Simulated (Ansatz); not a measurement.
# Sb: enthalpy against pressure

Sb, Pm-3m, a = 3.062 Å. This isn't the element's structure at ambient conditions. Ansatz: PBEsol, PAW, 420 eV, Γ-centred 14×14×14 mesh on 1 atom, Gaussian smearing 0.10 eV; no spin polarisation. The cell is relaxed at each pressure, and no other structure is tried, so the rows at high pressure may lie past a change of phase. y is the enthalpy over the state at zero pressure; there V0 = 28.702 Å³/atom. The pressures are the targets, met within 0.07 GPa.

| P (GPa) | y (eV/atom) |
| --- | --- |
| -1.0 | -0.1806 |
| 0.0 | 0.0000 |
| 1.0 | 0.1776 |
| 4.0 | 0.6951 |
| 12.0 | 1.9877 |
| 25.0 | ? |
| 50.0 | 7.2355 |
| 90.0 | 11.9403 |

**Question.** Fit y = c1 P + c2 P² + c3 P³ to the other rows, say what c1 and c2 mean, and predict the missing value.

**Answer.** Least squares on the rows shown. y = 0.17477 P − 0.00076848 P² + 3.3408×10⁻⁶ P³. Since dH/dP = V, c1 is V0: 0.17477 eV/GPa × 160.2 = 27.998 Å³ against 28.702; c2 = −V0/(2B0) gives B0 = 114 GPa, where a Birch–Murnaghan fit to the volumes of the same runs (not shown) gives 61 GPa: a cubic over this range folds the higher terms into c2. Above P = −c2/(3 c3) = 77 GPa the cubic's slope, the volume, would rise with pressure, so the form fails there. At P = 25.0 the fit asked for gives 3.9411 eV/atom. The run gave 3.9123 eV/atom, so the fit is 0.0288 eV/atom too high, 0.24 % of the span of the series, against an rms of 0.0046 eV/atom on the fitted rows. With a term in P⁴ added, a fit to the same known rows predicts 3.8918 eV/atom, a smaller miss on the other side.

The mesh isn't the same in all rows (14×14×14, 16×16×16).